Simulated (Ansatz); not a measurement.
Start from `N/C(O)=N\[SiH3]` and change one atom or group to get `N=C(N)O`.

Ansatz, PBE0-D4/def2-TZVP geometries, multiplicity 1. Each molecule was computed in one conformer, which needn't be the lowest.

```json
{"property": "LUMO energy (PBE0/def2-TZVPP) / eV", "`N/C(O)=N\\[SiH3]`": "0.56"}
{"property": "size of the dipole moment (B3LYP/def2-TZVPP) / D", "`N/C(O)=N\\[SiH3]`": "2.17"}
{"property": "HOMO–LUMO gap (ωB97M-V/def2-TZVPP) / eV", "`N/C(O)=N\\[SiH3]`": "11.64"}
{"property": "HOMO energy (PBE0/def2-TZVPP) / eV", "`N/C(O)=N\\[SiH3]`": "-7.31"}
{"property": "LUMO energy (PBE/def2-TZVPP) / eV", "`N/C(O)=N\\[SiH3]`": "-0.30"}
{"property": "size of the dipole moment (PBE/def2-TZVPP) / D", "`N/C(O)=N\\[SiH3]`": "2.20"}
```

Question: What does the change do to each property? (Estimate.)

Answer: Ansatz gave: 
```csv
property,`N=C(N)O`,shift
LUMO energy (PBE0/def2-TZVPP) / eV,0.61,0.05
size of the dipole moment (B3LYP/def2-TZVPP) / D,1.87,-0.30
HOMO–LUMO gap (ωB97M-V/def2-TZVPP) / eV,11.39,-0.25
HOMO energy (PBE0/def2-TZVPP) / eV,-7.03,0.28
LUMO energy (PBE/def2-TZVPP) / eV,-0.25,0.05
size of the dipole moment (PBE/def2-TZVPP) / D,1.84,-0.36
```

With PBE0 the HOMO rises by 0.28 eV and the LUMO rises by 0.05 eV, so the gap narrows by about 0.23 eV. PBE moves the HOMO by 0.33 eV and ωB97M-V by 0.21 eV. Dipoles are sizes alone; their direction can turn.

B3LYP here is the variant with VWN-RPA as its local correlation; programs differ in this.

Positive LUMOs are unbound, so they and the gaps depend on the basis.
